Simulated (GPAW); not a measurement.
# Quasiparticle gap of LiH (honeycomb monolayer) in GPAW

Wanted: ground state, empty states, screening and self-energy for LiH (honeycomb monolayer).

Calculated with GPAW 26.7.0; LDA and many-body steps on it, plane waves.

## 1. Starting point

The cell holds 2 atoms: 1 Li and 1 H. Its edges and angles: a = 2.412 Å, b = 2.412 Å, c = 11.400 Å, α = 90.0°, β = 90.0°, γ = 120.0°. Vacuum lies along c.

Structure file:

```
Li H
1.0
     2.41226    0.00000    0.00000
    -1.20613    2.08908    0.00000
     0.00000    0.00000   11.40000
Li H
1 1
Cartesian
  0.0000 1.3927 5.5000
  1.2061 0.6964 5.9000
```

The start is a generated structure, not a measured one.

## 2. Relaxation

This step: GPAW 26.7.0; DFT, LDA, plane waves, PAW.

A relaxation at this level of theory: leftover forces would pass straight into the levels.

File run.py:

```python
import json
import numpy as np
from gpaw.mpi import world
from ase import Atoms
from ase.constraints import FixSymmetry
from ase.filters import FrechetCellFilter
from ase.optimize import BFGS
from gpaw import GPAW, PW, FermiDirac

atoms = Atoms(['Li', 'H'],
    cell=[[2.4122621125, 0.0000000000, 0.0000000000],
      [-1.2061310562, 2.0890802700, 0.0000000000],
      [0.0000000000, 0.0000000000, 11.4000000000]],
    scaled_positions=[[0.3333333333, 0.6666666667, 0.4824561404],
      [0.6666666667, 0.3333333333, 0.5175438596]],
    pbc=(True, True, False))
atoms.set_constraint(FixSymmetry(atoms))
atoms.calc = GPAW(mode=PW(700),
    xc='LDA',
    kpts={'size': (12, 12, 1), 'gamma': True},
    occupations=FermiDirac(0.02),
    convergence={'density': 1e-5},
    txt='relax.txt')
steps = []
opt = BFGS(FrechetCellFilter(atoms, mask=[1, 1, 0, 0, 0, 1]), logfile='bfgs.log')
opt.attach(lambda: steps.append([atoms.get_potential_energy(), atoms.cell[:], atoms.positions.copy(), atoms.get_forces()]))
converged = opt.run(fmax=0.03, steps=50)
res = {'converged': bool(converged), 'steps': steps, 'cell': atoms.cell[:], 'frac': atoms.get_scaled_positions()}

if world.rank == 0:
    with open('result.json', 'w') as f:
        json.dump(res, f, default=lambda x: x.tolist())
```

On the command line:

```
mpirun -n 4 gpaw python run.py
```

Numbers of over 12 decimals in the logs are rounded to 6 here.

The log of the run:

```text
Step     Time          Energy          fmax
BFGS:    0        -4.941218        2.223922
BFGS:    1        -5.075847        2.008263
BFGS:    2        -5.645103        0.885143
[...]
BFGS:    8        -5.941098        0.144836
BFGS:    9        -5.947349        0.028831
```

Run time: 20 s. Hardware: 4 MPI ranks of Arm Neoverse V1, shared host; peak memory 0.8 GiB; 78 s of CPU time.

Relaxation path:

| step | energy less that of the first step (eV) | largest force (eV/Å) |
| --- | --- | --- |
| 1 | 0.0000 | 0.0786 |
| 2 | -0.1346 | 0.0202 |
| 3 | -0.7039 | 0.4243 |
| 4 | -0.8894 | 0.5402 |
| 5 | -0.9156 | 0.5289 |
| 6 | -0.9286 | 0.4887 |
| 7 | -0.9512 | 0.3770 |
| 8 | -0.9784 | 0.2023 |
| 9 | -0.9999 | 0.0385 |
| 10 | -1.0061 | 0.0122 |

The atoms that moved most (Å):

| atom | dx | dy | dz | length |
| --- | --- | --- | --- | --- |
| Li1 | 0.000 | 0.000 | 0.204 | 0.204 |
| H2 | 0.000 | 0.000 | -0.204 | 0.204 |

The relaxed structure:

```
Li H
1.0
     3.05800    0.00000    0.00000
    -1.52900    2.64830    0.00000
     0.00000    0.00000   11.40000
Li H
1 1
Direct
  0.33333 0.66667 0.50036
  0.66667 0.33333 0.49963
```

## 3. Ground state

The ground-state density comes first.

File run.py:

```python
import json
import numpy as np
from gpaw.mpi import world
from ase import Atoms
from gpaw import GPAW, PW, FermiDirac

atoms = Atoms(['Li', 'H'],
    cell=[[3.0579971302, 0.0000000000, 0.0000000000],
      [-1.5289985651, 2.6483031995, 0.0000000000],
      [0.0000000000, 0.0000000000, 11.4000000000]],
    scaled_positions=[[0.3333333333, 0.6666666667, 0.5003640881],
      [0.6666666667, 0.3333333333, 0.4996349938]],
    pbc=(True, True, False))
calc = GPAW(mode=PW(600),
    xc='LDA',
    kpts={'size': (12, 12, 1), 'gamma': True},
    occupations=FermiDirac(0.001),
    nbands=-7,
    convergence={'density': 1e-6, 'bands': -3},
    maxiter=100,
    txt='gs.txt')
atoms.calc = calc
res = {'energy': atoms.get_potential_energy()}
kpts = calc.get_ibz_k_points()
res['kpts'] = kpts
res['eigenvalues'] = [calc.get_eigenvalues(kpt=k) for k in range(len(kpts))]
res['n_electrons'] = calc.get_number_of_electrons()
calc.write('gs.gpw')

if world.rank == 0:
    with open('result.json', 'w') as f:
        json.dump(res, f, default=lambda x: x.tolist())
```

On the command line:

```
mpirun -n 4 gpaw python run.py
```

The log of the run:

```text
__  _  _
 | _ |_)|_||  |
 |__||  | ||/\| - 26.7.0

Input parameters:
  mode=PW(ecut=600.0),
  convergence={'density': 1e-06, 'bands': -3},
  kpts=MonkhorstPack(size=(12, 12, 1), gamma=True),
  maxiter=100,
  nbands=-7,
  occupations=Occupations(name='fermi-dirac', width=0.001, fixmagmom=False),
  xc=XC(name='LDA')
  [... matrices ...]
Diagonalizing LCAO Hamiltonian
Converting LCAO to pw mode

        Li H

Atoms  # Å, Bohr magnetons
|   | symbol |         x |        y |        z |    initial magnetic moments |
| 0 |     Li | -0.000000 | 1.765535 | 5.704151 | ( 0.0000,  0.0000,  0.0000) |
| 1 |      H |  1.528999 | 0.882768 | 5.695839 | ( 0.0000,  0.0000,  0.0000) |

Unit cell  # Å
| periodic |         x |        y |         z |   lengths |     angles |
|      yes |  3.057997 | 0.000000 |  0.000000 |  3.057997 |  90.000000 |
|      yes | -1.528999 | 2.648303 |  0.000000 |  3.057997 |  90.000000 |
|       no |  0.000000 | 0.000000 | 11.400000 | 11.400000 | 120.000000 |

Number of symmetries: 6
Symmetry operations  # r_c * U_cc + t_c -> r_c
|   | kind |            matrix            |
| 0 |  σ   |  1, 1, 0,  0,-1, 0,  0, 0, 1 |
| 1 |  E   |  1, 0, 0,  0, 1, 0,  0, 0, 1 |
| 2 |  C3  |  0, 1, 0, -1,-1, 0,  0, 0, 1 |
| 3 |  σ   |  0,-1, 0, -1, 0, 0,  0, 0, 1 |
| 4 |  σ   | -1, 0, 0,  1, 1, 0,  0, 0, 1 |
| 5 |  C3  | -1,-1, 0,  1, 0, 0,  0, 0, 1 |

BZ-sampling:
  Number of BZ points: 144
  Number of IBZ points: 19

  Monkhorst-Pack size: [12, 12, 1]
  Monkhorst-Pack shift: [0.041667, 0.041667, 0.0]

K-points  # in reciprocal-cell coordinates
|     |                                coordinates |     weight |
|   0 | ( -0.00000000,  -0.00000000,   0.00000000) | 0.00694444 |
|   1 | (  0.08333333,  -0.00000000,   0.00000000) | 0.04166667 |
|   2 | (  0.16666667,  -0.08333333,   0.00000000) | 0.04166667 |
|   3 | (  0.16666667,  -0.00000000,   0.00000000) | 0.04166667 |
|   4 | (  0.25000000,  -0.08333333,   0.00000000) | 0.08333333 |
|   5 | (  0.25000000,  -0.00000000,   0.00000000) | 0.04166667 |
|   6 | (  0.33333333,  -0.16666667,   0.00000000) | 0.04166667 |
|   7 | (  0.33333333,  -0.08333333,   0.00000000) | 0.08333333 |
|   8 | (  0.33333333,  -0.00000000,   0.00000000) | 0.04166667 |
|   9 | (  0.33333333,   0.33333333,   0.00000000) | 0.01388889 |
| ... |                                            |            |
|  18 | (  0.50000000,   0.50000000,   0.00000000) | 0.02083333 |

Plane wave coefficients: 3114
Cutoff: 600.0 eV

Spin-components: 1 (collinear spins)
Bands:           8
Projectors:      6
Spin-degeneracy: 2
Datatype:        complex128

  Storage: CPU
  Wave functions: 7_347_072 bytes (1_836_768 per core)
  Projectors: 11_020_608 bytes (2_755_152 per core)
  [... matrices ...]
Parallelization:
  kpt:    4
  domain: 1
  band:   1

Density:
  Valence electrons: 2.0
  Components: 1
  Grid points: [18 18 70]
  Charge: 0.0  # |e|

Potential:
  Grid points: [18 18 70]

species:
  Li:
    name:    Lithium
    Z:       3.0
    valence: 1
    core:    2
    charge:  0.0  # [|e|]
    compensation charges:
      type: gauss
      rc: 0.33  # [Å]
      lmax: 2
    cutoffs:
      filter: 1.91  # [Å]
      core: 2.55  # [Å]
    projectors
    | kind |    occ | energy [eV] | rcut [Å] |
    |   2s |  1.000 |      -2.874 |    1.058 |
    |   2p |  0.000 |      -1.126 |    1.058 |
    |    s |        |      24.338 |    1.058 |

    Using partial waves for Li as LCAO basis

  H:
    name:    Hydrogen
    Z:       1.0
    valence: 1
    core:    0
    charge:  0.0  # [|e|]
    compensation charges:
      type: gauss
      rc: 0.15  # [Å]
      lmax: 2
    cutoffs:
      filter: 0.85  # [Å]
      core: 0.53  # [Å]
    projectors
    | kind |    occ | energy [eV] | rcut [Å] |
    |   1s |  1.000 |      -6.353 |    0.476 |
    |    s |        |      20.858 |    0.476 |
    |    p |        |       0.000 |    0.476 |

    Using partial waves for H as LCAO basis

Reference energy: -211.737754  # eV

eigensolver:
  PPCG
  Converge bands: -3
  niter=2

density mixing:
  MSR1-Mixer
  Pratt-step length: 0.05
  Maximum mixing coefficient: 0.75
  Old densities: 10
  SVD Regularization: 0.005
  Good broyden scale: 1.0
  Trust region scale: 1.0
  Backstep threshold: 4.0
  History deletion threshold: 6.0
  Fourier metric: weight=20.0, sigma=0.015

occupation numbers:
  Fermi-Dirac:
    width: 0.0010  # eV

poisson solver:
  ecut: 4800.0  # eV

xc functional:
  name: None

Initialization done in: 0.698 s

convergence criteria:
- Maximum integral of absolute [dens]ity change: 1e-06 electrons / valence electron
- Maximum [total energy] change in last 3 cyles: 0.0005 eV / valence electron
- Maximum integral of absolute [eigenst]ate change: 4e-08 eV^2 / valence electron
maximum number of iterations: 100

SCF iterations
|iter     |     time |      energy | eigst |  dens |
|iter:   1|  |   -6.659144 | +1.75 |       |
|iter:   2|  |   -6.560965 | +0.86 | -0.32 |
|iter:   3|  |   -5.958139 | -0.33 | -0.35 |
|iter:   4|  |   -5.945425 | -1.63 | -1.05 |
|iter:   5|  |   -5.945601 | -2.81 | -1.56 |
|iter:   6|  |   -5.945605c| -4.03 | -2.50 |
|iter:   7|  |   -5.945605c| -5.69 | -3.22 |
|iter:   8|  |   -5.945605c| -6.80 | -4.22 |
|iter:   9|  |   -5.945605c| -7.95c| -5.15 |
|iter:  10|  |   -5.945605c| -8.78c| -5.54 |
|iter:  11|  |   -5.945605c| -9.62c| -6.88c|

Converged in 11 steps
SCF loop duration: 2.238 s (0.203 s/step)
Energy contributions relative to reference atoms: (reference = -211.737754)
  [... matrices ...]
Energy contributions:
  Kinetic:           6.124769
  Coulomb:          -6.304113
  Zero:             -0.013127
  External:          0.000000
  Xc:               -5.753134
  Entropy:          -0.000000
  Spinorbit:         0.000000
  ----------------------------
  Free energy:      -5.945605
  Extrapolated:     -5.945605

dipole moment: (-0.856129, 0.494289, 0.003028)  # |e|*Ang

Fermi level: -4.682
Eigenvalues  # (at kpt = [-0.000, -0.000, 0.000])
| band index |      eig [eV] | occ [0-2] |
|          0 |        -6.681 |     2.000 |
|          1 |        -1.414 |     0.000 |
|          2 |         0.349 |     0.000 |
|          3 |         2.571 |     0.000 |
|          4 |         2.690 |     0.000 |
|          5 |         7.386 |     0.000 |
|          6 |         8.037 |     0.000 |
|          7 |        10.896 |     0.000 |

Gap: 3.288 eV
Transition (v -> c):
  (s=0, k=9, n=0, [0.33, 0.33, 0.00]) -> (s=0, k=0, n=1, [-0.00, -0.00, 0.00])
Direct/indirect transitions are different
Direct gap: 5.267 eV
Transition at: (s=0, k=0, n=0, [-0.00, -0.00, 0.00])
vacuum-level: 0.752  # V
# Writing to gs.gpw (mode='')
  [... matrices ...]
```

Run time: 4.8 s. Hardware: 4 MPI ranks; peak memory 0.63 GiB; 19 s of CPU time.

This step gave:

| Property | Result |
| --- | --- |
| total energy | -5.946 eV |
| gap | 3.288 eV |
| k of the valence top | 0.3333, 0.3333, 0 |
| k of the conduction bottom | 0, 0, 0 |
| least direct gap | 5.267 eV |

The gap is indirect, with the least direct gap 1.98 eV higher.

## 4. Bands along the symmetry lines

Levels along a band path, at the cheap level, show where the edges lie and whether the meshes to come will hold them.

File run.py:

```python
import json
import numpy as np
from gpaw.mpi import world
from gpaw import GPAW

path = [[0.000000, 0.000000, 0.000000],
    [0.062500, 0.000000, 0.000000],
    [0.125000, 0.000000, 0.000000],
    [0.187500, 0.000000, 0.000000],
    [0.250000, 0.000000, 0.000000],
    [0.312500, 0.000000, 0.000000],
    [0.375000, 0.000000, 0.000000],
    [0.437500, 0.000000, 0.000000],
    [0.500000, 0.000000, 0.000000],
    [0.479167, 0.041667, 0.000000],
    [0.458333, 0.083333, 0.000000],
    [0.437500, 0.125000, 0.000000],
    [0.416667, 0.166667, 0.000000],
    [0.395833, 0.208333, 0.000000],
    [0.375000, 0.250000, 0.000000],
    [0.354167, 0.291667, 0.000000],
    [0.333333, 0.333333, 0.000000],
    [0.291667, 0.291667, 0.000000],
    [0.250000, 0.250000, 0.000000],
    [0.208333, 0.208333, 0.000000],
    [0.166667, 0.166667, 0.000000],
    [0.125000, 0.125000, 0.000000],
    [0.083333, 0.083333, 0.000000],
    [0.041667, 0.041667, 0.000000],
    [0.000000, 0.000000, 0.000000]]
calc = GPAW('gs.gpw').fixed_density(kpts=path,
    symmetry='off',
    nbands=11,
    convergence={'bands': 7},
    txt='bands.txt')
res = {}
kpts = calc.get_ibz_k_points()
res['kpts'] = kpts
res['eigenvalues'] = [calc.get_eigenvalues(kpt=k) for k in range(len(kpts))]
res['n_electrons'] = calc.get_number_of_electrons()

if world.rank == 0:
    with open('result.json', 'w') as f:
        json.dump(res, f, default=lambda x: x.tolist())
```

On the command line:

```
mpirun -n 4 gpaw python run.py
```

The log of the run:

```text
Diagonalizing LCAO Hamiltonian
Converting LCAO to pw mode
convergence criteria:
- Maximum integral of absolute [eigenst]ate change: 4e-08 eV^2 / valence electron
maximum number of iterations: 100

SCF iterations
|iter     |     time |      energy | eigst |  dens |
|iter:   1|  |             | +2.56 |       |
|iter:   2|  |             | +1.32 |       |
|iter:   3|  |             | -0.07 |       |
|iter:   4|  |             | -2.02 |       |
|iter:   5|  |             | -4.04 |       |
|iter:   6|  |             | -6.07 |       |
|iter:   7|  |             | -7.51c|       |
SCF steps: 7
  __  _  _
 | _ |_)|_||  |
 |__||  | ||/\| - 26.7.0

Input parameters:
  mode=PW(ecut=600.0),
  convergence={'bands': 7},
  gpts=array([18, 18, 70]),
  kpts=KPoints(kpts=array([[0.      , 0.      , 0.      ],
         [0.0625  , 0.      , 0.      ],
         [0.125   , 0.      , 0.      ],
         [0.1875  , 0.      , 0.      ],
[...]
[0.479167, 0.041667, 0.      ],
         [0.458333, 0.083333, 0.      ],
[...]
[0.416667, 0.166667, 0.      ],
[...]
[0.25    , 0.25    , 0.      ],
[...]
[0.125   , 0.125   , 0.      ],
         [0.083333, 0.083333, 0.      ],
         [0.041667, 0.041667, 0.      ],
         [0.      , 0.      , 0.      ]])),
  maxiter=100,
  nbands=11,
  occupations=Occupations(name='fermi-dirac', width=0.001, fixmagmom=False),
  parallel={},
  symmetry=Symmetry(point_group=False, time_reversal=False),
  xc=XC(name='LDA')
  [... matrices ...]
timing:  # [seconds]
  Total: 0.025  # ━━━━━━━━━━━━━━━━━━━━━━━━━━━━━━━━━━━━━━━━━━━━━━━━━━━━━━━━━━━
```

Elapsed: 4.7 s, on 4 MPI ranks; peak memory 0.67 GiB.

This step gave:

```
gap                        : 3.288 eV
k of the valence top       : 0.3333, 0.3333, 0
k of the conduction bottom : 0, 0, 0
least direct gap           : 5.267 eV
```

The gap is 3.288 eV, as in the run before at this level.

Electronic bands along the path, in eV, zero at the top of the highest filled band; v1 is the highest filled band, c1 the lowest empty one:

| point | v1 | c1 | c2 | c3 | c4 |
| --- | --- | --- | --- | --- | --- |
| Γ | -1.98 | 3.29 | 5.05 | 7.27 | 7.39 |
| halfway | -1.34 | 4.62 | 6.23 | 8.07 | 8.72 |
| M | -0.40 | 5.94 | 8.19 | 9.06 | 10.19 |
| halfway | -0.22 | 5.77 | 8.62 | 9.49 | 9.67 |
| K | 0.00 | 5.46 | 9.15 | 9.62 | 10.53 |
| halfway | -1.15 | 5.06 | 6.57 | 8.14 | 9.16 |
| Γ | -1.98 | 3.29 | 5.05 | 7.27 | 7.39 |

The electronic bands as a text plot (rows in eV, shown from -2.0 to 9.3 only):

```
    9.1 |                 +++++++   +++++++++++++   +++
    8.6 |         +++  +++       +++       +++         +++
    8.1 |      ++++++++     +++++                +++++++++
    7.6 | ++++++++                                        ++++++
    7.2 |++++             ++                  +++            ++++
    6.7 |            +++++                       ++++++
    6.2 |         +++  +++++                  ++++++
    5.8 |      +++          +++++++++++    +++         +++
    5.3 | +++++      ++                ++++               ++++++
    4.8 |+        +++                               +++         +
    4.4 |                                              +++
    3.9 |      +++                                        +++
    3.4 |++++++                                              ++++
    2.9 |
    2.5 |
    2.0 |
    1.5 |
    1.1 |
    0.6 |
    0.1 |                             ********
   -0.3 |                 ************        ***
   -0.8 |            *****                       ***
   -1.3 |         ***                               ******
   -1.7 |*********                                        *******
         Γ                   M           K                      Γ
```

## 5. Empty states on the mesh, 12×12×1 mesh, 219 bands

The sums over transitions need many empty states on a uniform mesh; this step solves for them.

File run.py:

```python
import json
import numpy as np
from gpaw.mpi import world
from gpaw import GPAW

calc = GPAW('gs.gpw').fixed_density(kpts={'size': (12, 12, 1), 'gamma': True},
    nbands=255,
    convergence={'bands': 219},
    txt='nscf.txt')
calc.write('full.gpw', mode='all')
res = {}
kpts = calc.get_ibz_k_points()
res['kpts'] = kpts
res['eigenvalues'] = [calc.get_eigenvalues(kpt=k) for k in range(len(kpts))]
res['n_electrons'] = calc.get_number_of_electrons()

if world.rank == 0:
    with open('result.json', 'w') as f:
        json.dump(res, f, default=lambda x: x.tolist())
```

On the command line:

```
mpirun -n 4 gpaw python run.py
```

The log of the run:

```text
Diagonalizing LCAO Hamiltonian
Converting LCAO to pw mode
convergence criteria:
- Maximum integral of absolute [eigenst]ate change: 4e-08 eV^2 / valence electron
maximum number of iterations: 100

SCF iterations
|iter     |     time |      energy | eigst |  dens |
|iter:   1|  |             | +5.71 |       |
|iter:   2|  |             | +4.53 |       |
|iter:   3|  |             | +3.40 |       |
[...]
|iter:  17|  |             | -7.03 |       |
|iter:  18|  |             | -7.33 |       |
|iter:  19|  |             | -7.62c|       |
SCF steps: 19
  __  _  _
 | _ |_)|_||  |
 |__||  | ||/\| - 26.7.0

Input parameters:
  mode=PW(ecut=600.0),
  convergence={'bands': 219},
  gpts=array([18, 18, 70]),
  kpts=MonkhorstPack(size=(12, 12, 1), gamma=True),
  maxiter=100,
  nbands=255,
  occupations=Occupations(name='fermi-dirac', width=0.001, fixmagmom=False),
  parallel={},
  xc=XC(name='LDA')
# Writing to full.gpw (mode='all')
  [... matrices ...]

timing:  # [seconds]
  Total: 0.090  # ━━━━━━━━━━━━━━━━━━━━━━━━━━━━━━━━━━━━━━━━━━━━━━━━━━━━━━━━━━━
```

It took 2.9 min on 4 MPI ranks; peak memory 1.1 GiB.

This step gave:

```
gap                                                           : 3.288 eV
k of the valence top                                          : 0.3333, 0.3333, 0
k of the conduction bottom                                    : 0, 0, 0
least direct gap                                              : 5.267 eV
k points computed                                             : 19
lowest point of the top converged band, above the valence top : 98.6772 eV
```

On this mesh the gap is 3.288 eV.

[end of part 1 of 2]

[Paths, hosts, dates, memory and timing lines, banners, echoed tables and standing remarks are left out of the program output.]

[Logs are printed without paths, hosts, clocks, repeated set-up lines and the standing remarks that a program may print on its own settings, such as how far it seeks lower states.]

[Runs of the session that timed out or met a known fault of the program may be left out.]

[Hosts, paths, dates, database ids (printed as entryN), source tags and the programs' standing remarks are cut or masked in the printed files.]
